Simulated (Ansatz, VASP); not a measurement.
## One calculation of Pt, two programs

```
CELL_PARAMETERS angstrom
2.79699 0.00000 0.00000
-1.39850 2.42227 0.00000
0.00000 0.00000 4.85520
ATOMIC_POSITIONS crystal
Pt 0.33333 0.66667 0.25000
Pt 0.66667 0.33333 0.75000
```

Change from the starting cell: volume scaled by 1.04.

Alike in both runs: task single point; functional LDA; k mesh 11 × 11 × 6; occupations fermi-dirac, width 0.05 eV; no spin polarisation.

|  | VASP | Ansatz |
| --- | --- | --- |
| version | VASP 6.6.1 | Ansatz 0.2.0 |
| potentials or method | VASP PAW LDA potentials, release 64 (Pt), cutoff 520 eV | all-electron LAPW, scalar-relativistic |

|  | VASP | Ansatz | Ansatz less VASP |
| --- | --- | --- | --- |
| gap on the k mesh at the Fermi level (eV) | none | none | - |
| pressure (GPa) | -22.6 | -23.1 | -0.49 |
| largest component of the traceless stress (GPa) | 0.42 | 0.74 | +0.321 |

A gap of «none» marks a metal or a gap that the smearing closes. Ansatz ran all-electron here, so the differences hold the error of VASP's frozen core and of both bases.

Caveats: so large a pressure means that the cell lies far from this level's equilibrium, or that cutoff or potentials fall short (VASP). Spin-orbit coupling is left out, which matters for the levels of Pt.
